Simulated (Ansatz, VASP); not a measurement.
# Two plane-wave programs on Tc

```xyz
1
Lattice="0.0000 1.9500 1.9500 1.9500 0.0000 1.9500 1.9500 1.9500 0.0000" Properties=species:S:1:pos:R:3 pbc="T T T"
Tc    0.0000    0.0000    0.0000
```

This isn't the form of Tc at room conditions, which is hcp.

Alike in both runs: task single point; functional BLYP; k mesh 9 × 9 × 9; occupations fermi-dirac, width 0.1 eV; no spin polarisation.

|  | VASP | Ansatz |
| --- | --- | --- |
| version | VASP 6.6.1 | Ansatz 0.2.0 |
| potentials or method | VASP PAW PBE potentials, release 64 (Tc_pv) | plane waves, PAW |
| plane-wave cutoff (eV) | 520 | 500 |
| valence electrons in the cell | 13 | 15 |

|  | VASP | Ansatz | Ansatz less VASP |
| --- | --- | --- | --- |
| pressure (GPa) | 5.7 | 5.7 | +0.01 |

The two sets of potentials don't hold the same shells in valence.

Caveats: the PAW data sets were made with another functional, which shifts forces and pressure a little (VASP).
